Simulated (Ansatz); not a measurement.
The system is FeGe2.

```
CELL_PARAMETERS angstrom
-2.95956 2.95956 2.45140
2.95956 -2.95956 2.45140
2.95956 2.95956 -2.45140
ATOMIC_POSITIONS crystal
Ge 0.84511 0.34511 0.19021
Ge 0.65489 0.84511 0.50000
Ge 0.34511 0.15489 0.50000
Ge 0.15489 0.65489 0.80979
Fe 0.25000 0.25000 0.00000
Fe 0.75000 0.75000 0.00000
```

The cell is a database's computed one.

```yaml
Program: Ansatz 0.2.0
Task: single point
Functional: PBEsol
Potentials_or_basis: all-electron LAPW, scalar-relativistic
Cutoff: 317 eV (chosen from the basis error)
Basis_error_allowed: 0.001 eV/atom
k_mesh: 7 × 7 × 7
Occupations: fermi-dirac, width 0.05 eV
Spin: collinear spin, ferromagnetic start
Starting_moments: "[0.0, 0.0, 0.0, 0.0, 3.0, 3.0] μB"
```

On this cell: pressure -5.4 GPa; largest force 0.152 eV/Å; net moment 2.40 μB per cell; site moments Ge -0.04; Fe +1.34 μB; band gap on the k mesh none (metal or under the smearing width).

The same run follows on a disturbed copy (atoms moved at random, drawn with an rms of 0.05 Å):

```
CELL_PARAMETERS angstrom
-2.95956 2.95956 2.45140
2.95956 -2.95956 2.45140
2.95956 2.95956 -2.45140
ATOMIC_POSITIONS crystal
Ge 0.84742 0.33891 0.18719
Ge 0.65202 0.83481 0.50252
Ge 0.35414 0.15990 0.49855
Ge 0.14382 0.63929 0.81142
Fe 0.23719 0.23076 0.99594
Fe 0.73596 0.73585 0.98358
```

Problem. What changes?

Solution. The energy (extrapolated to zero smearing) moves by +8.7 meV/atom; pressure -5.0 GPa; largest force 0.678 eV/Å; net moment 2.37 μB per cell; site moments Ge -0.04; Fe +1.32, +1.31 μB; band gap on the k mesh none (metal or under the smearing width).

Forces on the atoms (eV/Å):
```
Ge   0.086 -0.210 -0.167
Ge  -0.304 -0.269  0.149
Ge  -0.054 -0.120 -0.399
Ge  -0.052  0.045  0.235
Fe   0.008  0.015  0.442
Fe   0.317  0.540 -0.261
```

Stress tensor (GPa, compression positive):
```
-5.74  0.18  0.20
 0.18 -5.59 -0.01
 0.20 -0.01 -3.67
```
